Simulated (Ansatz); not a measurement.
# MoTe2 (P2_1/m): seeking the equilibrium cell

Where does the pressure of MoTe2 (P2_1/m) vanish?

Method: DFT r²SCAN, scalar-relativistic, plane waves, PAW, in Ansatz 0.2.0.

The runs add the D3(BJ) dispersion term to the functional named.

### 1 The structure to begin with

Symmetry: P2_1/m, No. 11, monoclinic system. Conventional cell: a = 6.330 Å, b = 3.469 Å, c = 13.860 Å, α = 90.00°, β = 93.92°, γ = 90.00°. Te (site symmetry m) has 3 Mo at 2.70 to 2.71 Å as nearest neighbours. Around Te (site symmetry m) lie 3 Mo at 2.79 to 2.82 Å. Around Te (site symmetry m) lie 3 Mo at 2.70 Å. Te (site symmetry m) is surrounded by 3 Mo at 2.79 to 2.81 Å. Around Mo (site symmetry m) lie 6 Te at 2.70 to 2.81 Å and 2 Mo at 2.90 Å. Around Mo (site symmetry m) lie 6 Te at 2.70 to 2.82 Å and 2 Mo at 2.89 Å.

Coordinates:

```cif
data_structure
_symmetry_space_group_name_H-M 'P2_1/m'
_symmetry_Int_Tables_number 11
_cell_length_a 6.3300
_cell_length_b 3.4690
_cell_length_c 13.8600
_cell_angle_alpha 90.000
_cell_angle_beta 93.917
_cell_angle_gamma 90.000
_cell_volume 303.64
loop_
_atom_site_label
_atom_site_type_symbol
_atom_site_symmetry_multiplicity
_atom_site_Wyckoff_symbol
_atom_site_fract_x
_atom_site_fract_y
_atom_site_fract_z
_atom_site_occupancy
Te1 Te 2 e 0.55680 0.75000 0.35160 1
Te2 Te 2 e 0.58880 0.25000 0.10450 1
Te3 Te 2 e 0.09700 0.75000 0.14860 1
Te4 Te 2 e 0.05630 0.25000 0.39550 1
Mo1 Mo 2 e 0.31810 0.75000 0.50660 1
Mo2 Mo 2 e 0.18330 0.25000 0.00740 1
```

### 2 First run, at the start cell

input.yaml reads:

```yaml
crystal:
  lattice:
    - [6.33, 0.0, 0.0]
    - [0.0, 3.469, 0.0]
    - [-0.9467947088, 0.0, 13.8276237937]
  atoms:
    - { symbol: Te, position: [0.5568, 0.75, 0.3516] }
    - { symbol: Te, position: [0.4432, 0.25, 0.6484] }
    - { symbol: Te, position: [0.5888, 0.25, 0.1045] }
    - { symbol: Te, position: [0.4112, 0.75, 0.8955] }
    - { symbol: Te, position: [0.097, 0.75, 0.1486] }
    - { symbol: Te, position: [0.903, 0.25, 0.8514] }
    - { symbol: Te, position: [0.0563, 0.25, 0.3955] }
    - { symbol: Te, position: [0.9437, 0.75, 0.6045] }
    - { symbol: Mo, position: [0.3181, 0.75, 0.5066] }
    - { symbol: Mo, position: [0.6819, 0.25, 0.4934] }
    - { symbol: Mo, position: [0.1833, 0.25, 0.0074] }
    - { symbol: Mo, position: [0.8167, 0.75, 0.9926] }
basis:
  ecutwfc: 420
  ecutrho_ratio: 4
kpoints:
  mp_grid: { grid: [4, 6, 2] }
hamiltonian:
  xc: pbe
  dispersion: d3bj
scf:
  occupations: { method: gaussian, width: 0.05 }
output:
  forces: true
  stress: true
  eigenvalues: true
relax:
  f_tol: 0.03
  max_steps: 60
  cell: { stress_tol: 0.3 }
```

On the command line:

```
> ansatz run input.yaml --threads 8 --pin off --max-ram 22528MiB --backend cpu --events-out ev --progress --plain --runs-dir out
```

Further steps of the session: Another level, run 2; A new volume, run 3; Volume adjusted, run 4; Volume adjusted, run 5.

What does the calculation give? Wanted: volume; pressure; conventional cell; gap on the mesh.

As calculated:

```
         quantity                                                                       value
           volume                                                              25.654 Å³/atom
         pressure                                                                   -0.01 GPa
conventional cell  a = 6.330 Å, b = 3.504 Å, c = 13.900 Å, α = 90.00°, β = 93.06°, γ = 90.00°
  gap on the mesh                                                                none (metal)
```

In words: The volume went from 25.30 to 25.65 Å³/atom (+1.4 %), where 0.01 GPa is left. Spin–orbit coupling is left out, though the cell holds Te; it can open a gap where p bands cross.
